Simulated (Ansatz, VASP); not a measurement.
## Two plane-wave programs on Ti3Se

```xyz
4
Lattice="0.0000 3.1740 3.1740 3.1740 0.0000 3.1740 3.1740 3.1740 0.0000" Properties=species:S:1:pos:R:3 pbc="T T T"
Ti    1.5870    1.5870    1.5870
Ti    4.7609    4.7609    4.7609
Ti    3.1740    3.1740    3.1740
Se    0.0000    0.0000    0.0000
```

Change from the starting cell: species swapped into the Eu3Mg type (Fm-3m, No. 225).

Alike in both runs: functional PBE; k mesh 12 × 12 × 12; occupations gaussian, width 0.1 eV; no spin polarisation.

Ansatz relaxed the structure, and its values are those at the end. VASP's run is a single point on that final structure, the one shown.

|  | VASP | Ansatz |
| --- | --- | --- |
| version | VASP 6.6.1 | Ansatz 0.2.0 |
| potentials or method | VASP PAW PBE potentials, release 64 (Ti_sv, Se) | scalar-relativistic, plane waves, PAW |
| plane-wave cutoff (eV) | 520 | 420 |
| valence electrons in the cell | 42 | 52 |

```tsv
	VASP	Ansatz	Ansatz less VASP
gap on the k mesh at the Fermi level (eV)	none	none	-
pressure (GPa)	0.0	0.0	+0.01
```

A gap of «none» marks a metal or a gap that the smearing closes. The functional is the same, so the differences come from potentials, cutoffs and numerics. The two sets of potentials don't hold the same shells in valence.
